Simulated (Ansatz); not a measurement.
An input for Ansatz 0.2.0 (CdSe):

Contents of input.yaml:

```yaml
crystal:
  lattice:
    - [0.0, 3.0702711986, 3.0702711986]
    - [3.0702711986, 0.0, 3.0702711986]
    - [3.0702711986, 3.0702711986, 0.0]
  atoms:
    - { symbol: Cd, position: [0.0, 0.0, 0.0], spin: 0.5 }
    - { symbol: Se, position: [0.25, 0.25, 0.25] }
kpoints:
  mp_grid: { grid: [8, 8, 8] }
scf:
  occupations: { method: cold, width: 0.05 }
  max_iter: 75
hamiltonian:
  xc: pbe
  pseudopotentials: { kind: all_electron, lapw: { basis_error: 0.0005 } }
  hubbard: { sites: [{ species: Se, l: f, u_eff: 30.0 }] }
magnetization:
  spin_polarized: true
  spin_locking: { lock_spins: true }
output:
  forces: true
  stress: true
relax:
  f_tol: 0.01
  max_steps: 60
  cell: {}
```

Potentials or basis: all-electron LAPW, scalar-relativistic.

The run is started by

```console
$ ansatz run input.yaml --threads 1 --pin off --max-ram 2560MiB --backend cpu --events-out ev --progress --plain --runs-dir out
```

**Question.** Does this run start?

**Answer.** The run stopped without a result. It printed:

Output:

```text
Error: invalid value for `hamiltonian.pseudopotentials.projection_atoms`: `1s2 2s2 2p6 3s2 3p6 3d10 4s2 4p4 4f0` of Se: PBE doesn't bind the shell 4f of the free atom, whose level lies at +1.12 eV. Type another configuration
```
